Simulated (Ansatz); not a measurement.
Geometry optimisation, DFT PBE, scalar-relativistic, plane waves, PAW in Ansatz.

Input file:

```yaml
crystal:
  lattice:
    - [-11.792804, 0.0, 0.0]
    - [0.0, -5.814954, 0.0]
    - [-1.364442, 0.0, 5.446859]
  atoms:
    - { symbol: Al, position: [0.5904721, 0.25, 0.2043537] }
    - { symbol: Al, position: [0.4095279, 0.25, 0.7956463] }
    - { symbol: Al, position: [0.8419676, 0.25, 0.3174621] }
    - { symbol: Al, position: [0.1580324, 0.25, 0.6825379] }
    - { symbol: O, position: [0.6606788, 0.25, 0.890986] }
    - { symbol: O, position: [0.3393212, 0.25, 0.109014] }
    - { symbol: O, position: [0.995216, 0.25, 0.7424538] }
    - { symbol: O, position: [0.004784, 0.25, 0.2575462] }
    - { symbol: O, position: [0.3265093, 0.25, 0.5669051] }
    - { symbol: O, position: [0.6734907, 0.25, 0.4330949] }
    - { symbol: Al, position: [0.0904721, 0.0, 0.2043537] }
    - { symbol: Al, position: [0.9095279, 0.0, 0.7956463] }
    - { symbol: Al, position: [0.3419676, 0.0, 0.3174621] }
    - { symbol: Al, position: [0.6580324, 0.0, 0.6825379] }
    - { symbol: O, position: [0.1606788, 0.0, 0.890986] }
    - { symbol: O, position: [0.8393212, 0.0, 0.109014] }
    - { symbol: O, position: [0.495216, 0.0, 0.7424538] }
    - { symbol: O, position: [0.504784, 0.0, 0.2575462] }
    - { symbol: O, position: [0.8265093, 0.0, 0.5669051] }
    - { symbol: O, position: [0.1734907, 0.0, 0.4330949] }
    - { symbol: Al, position: [0.5904721, 0.75, 0.2043537] }
    - { symbol: Al, position: [0.4095279, 0.75, 0.7956463] }
    - { symbol: Al, position: [0.8419676, 0.75, 0.3174621] }
    - { symbol: Al, position: [0.1580324, 0.75, 0.6825379] }
    - { symbol: O, position: [0.6606788, 0.75, 0.890986] }
    - { symbol: O, position: [0.3393212, 0.75, 0.109014] }
    - { symbol: O, position: [0.995216, 0.75, 0.7424538] }
    - { symbol: O, position: [0.004784, 0.75, 0.2575462] }
    - { symbol: O, position: [0.3265093, 0.75, 0.5669051] }
    - { symbol: O, position: [0.6734907, 0.75, 0.4330949] }
    - { symbol: Al, position: [0.0904721, 0.5, 0.2043537] }
    - { symbol: Al, position: [0.9095279, 0.5, 0.7956463] }
    - { symbol: Al, position: [0.3419676, 0.5, 0.3174621] }
    - { symbol: Al, position: [0.6580324, 0.5, 0.6825379] }
    - { symbol: O, position: [0.1606788, 0.5, 0.890986] }
    - { symbol: O, position: [0.8393212, 0.5, 0.109014] }
    - { symbol: O, position: [0.495216, 0.5, 0.7424538] }
    - { symbol: O, position: [0.504784, 0.5, 0.2575462] }
    - { symbol: O, position: [0.8265093, 0.5, 0.5669051] }
    - { symbol: O, position: [0.1734907, 0.5, 0.4330949] }
    - { symbol: H, position: [0.7485045, -0.0061452, 0.9009278], spin: 1.0 }
magnetization:
  spin_polarized: true
basis:
  ecutwfc: 420.0
kpoints:
  mp_grid: { grid: [1, 3, 3] }
hamiltonian:
  xc: pbe
  pseudopotentials: { kind: paw, azcp: { folder: soft_1 } }
scf:
  occupations: { method: fermi_dirac, width: 0.05 }
  lower_state_search: "off"
relax:
  f_tol: 0.03
  max_steps: 60
  adjacent_minimum: "off"
```

Run as:

```bash
$ ansatz run input.yaml --threads 4 --pin off --max-ram 10240MiB --backend cpu --events-out ev --progress --plain --runs-dir out
```

Task: Where does it end, and by what steps?

Result: The run converged. The force dipped under the threshold on the way, but the program's further checks kept it going. Limits of this set-up: coarse k mesh, a small cell, in which the defect meets its images. After 10 steps the energy has fallen by 1.224 eV; H41 moved furthest, 1.21 Å.

```csv
step,energy less start (eV),largest force component (eV/Å),accepted
0,0.0000,1.968,yes
1,-0.3780,0.632,yes
2,-0.5464,0.415,yes
3,-0.6692,0.614,yes
4,-0.8303,0.616,yes
5,-1.0040,0.588,yes
6,-1.1698,0.316,yes
7,-1.2108,0.272,yes
8,-1.2210,0.110,yes
9,-1.2242,0.018,yes
10,-1.2242,0.018,yes
```

```xyz
41
Lattice="-11.7928 0.0000 0.0000 0.0000 -5.8150 0.0000 -1.3644 0.0000 5.4469" Properties=species:S:1:pos:R:3
Al -7.253 -1.414 1.072
Al -5.901 -1.452 4.306
Al -10.384 -1.476 1.732
Al -2.813 -1.460 3.689
O -9.009 -1.474 4.796
O -4.101 -1.458 0.561
O -12.767 -1.462 4.021
O -0.417 -1.455 1.372
O -4.621 -1.456 3.050
O -8.546 -1.471 2.346
Al -1.359 0.001 1.074
Al -11.850 0.001 4.273
Al -4.435 0.001 1.693
Al -8.684 0.001 3.690
O -3.134 0.001 4.819
O -10.107 0.001 0.559
O -6.851 0.001 4.020
O -6.234 0.001 1.387
O -10.538 0.001 3.055
O -2.625 0.001 2.342
Al -7.253 -4.399 1.072
Al -5.902 -4.361 4.306
Al -10.384 -4.337 1.732
Al -2.813 -4.353 3.689
O -9.009 -4.339 4.796
O -4.101 -4.355 0.561
O -12.767 -4.352 4.021
O -0.417 -4.358 1.372
O -4.621 -4.357 3.050
O -8.546 -4.343 2.347
Al -1.372 -2.907 1.085
Al -11.819 -2.907 4.321
Al -4.484 -2.907 1.689
Al -8.668 -2.906 3.676
O -3.138 -2.907 4.827
O -10.036 -2.907 0.575
O -6.836 -2.907 4.012
O -6.323 -2.907 1.352
O -10.548 -2.907 3.058
O -2.640 -2.907 2.344
H -9.900 0.001 6.102
```

Whether the end is a true minimum wasn't checked by a vibrational analysis.

Run time: 2.2 min on 4 threads of Arm Neoverse V2, on a shared host, peak memory 1.3 GiB.
